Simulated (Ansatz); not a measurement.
CdO: pressure and energy less free atoms against volume per atom

Results calculated with Ansatz 0.2.0, not measured. Periodic Kohn-Sham DFT of a crystal at fixed atoms; pressure and stress are positive in compression; the energy is the free energy less that of spherical unpolarised free atoms; site moments are those in the method's own spheres, positive along +z.

Cell of the first row (space group Fm-3m, No. 225):
```
CdO
1.0
      0.0000     2.3435     2.3435
      2.3435     0.0000     2.3435
      2.3435     2.3435     0.0000
Cd O
1 1
Direct
  0.00000 0.00000 0.00000
  0.50000 0.50000 0.50000
```

Settings of every row: method all-electron LAPW; functional PBE; relativity scalar; k mesh 16x16x16; filling fermi-dirac; smearing width 0.08 eV; basis error target 1 meV/atom; nucleus gaussian.

Atom start moment: 0 on all atoms.

| row | volume per atom (Å³) | pressure (GPa) | energy less free atoms (eV/atom) |
| --- | --- | --- | --- |
| 1 | 12.871 | 7.298 | -3.8741 |
| 2 | 13.21 | 3.387 | -3.8853 |
| 3 | 13.549 | ? | ? |
| 4 | 13.887 | -2.926 | -3.8856 |
| 5 | 14.226 | -5.459 | -3.8766 |

Question: what pressure and energy less free atoms should row 3 give?

Worked fit of pressure. Take u = (V_r/V)^(2/3) − 1 with V_r = 13.549 Å³ an atom, which is twice the finite (Eulerian) strain; such expansions in the strain, on which the Birch-Murnaghan equation of state is built, carry the rest volume and the bulk modulus. The shown rows have u = 0.03482, 0.01704, -0.01629, -0.03198. Least squares give pressure = −0.0033 + 189.242 × u + 585.46 × u² GPa; a straight line predicts inner rows, each left out in turn, worse (root mean square 0.38 against 0.011 GPa). The rows lie off it by 0.002, -0.004, 0.005, -0.003 (root mean square 0.0037 GPa). The pressure vanishes at u = 0.0000, or V = 13.55 Å³ an atom, and there the bulk modulus at fixed shape and fractions is B = −V dP/dV = (2/3)(1 + u) dP/du = 126 GPa. The withheld row has u = 0, so the fit gives −0.0033 + 189.242 × (0) + 585.46 × (0)² = -0.003 GPa.

The calculation gave 0.003 GPa. The fit lies 0.006 GPa (200 % of the value, 0.047 % of the column's range) below it; its largest miss of a shown row is 0.005 GPa.

Worked fit of energy less free atoms. Take u = (V_r/V)^(2/3) − 1 with V_r = 13.549 Å³ an atom, which is twice the finite (Eulerian) strain; such expansions in the strain, on which the Birch-Murnaghan equation of state is built, carry the rest volume and the bulk modulus. The shown rows have u = 0.03482, 0.01704, -0.01629, -0.03198. Least squares give energy less free atoms = −3.8888 + 0.0026 × u + 12.029 × u² eV/atom; a straight line predicts inner rows, each left out in turn, worse (root mean square 0.0078 against 0.00011 eV/atom). The rows lie off it by 0.0000, 0.0000, 0.0001, 0.0000. Its lowest point lies at u = -0.0001, or V = 13.55 Å³ an atom, and the curvature there gives the bulk modulus at fixed shape and fractions, B = (4/9)(1 + u)² E″(u)/V = 126 GPa. The withheld row has u = 0, so the fit gives −3.8888 + 0.0026 × (0) + 12.029 × (0)² = -3.8888 eV/atom.

The calculation gave -3.8888 eV/atom. The fit meets it to the printed digit.
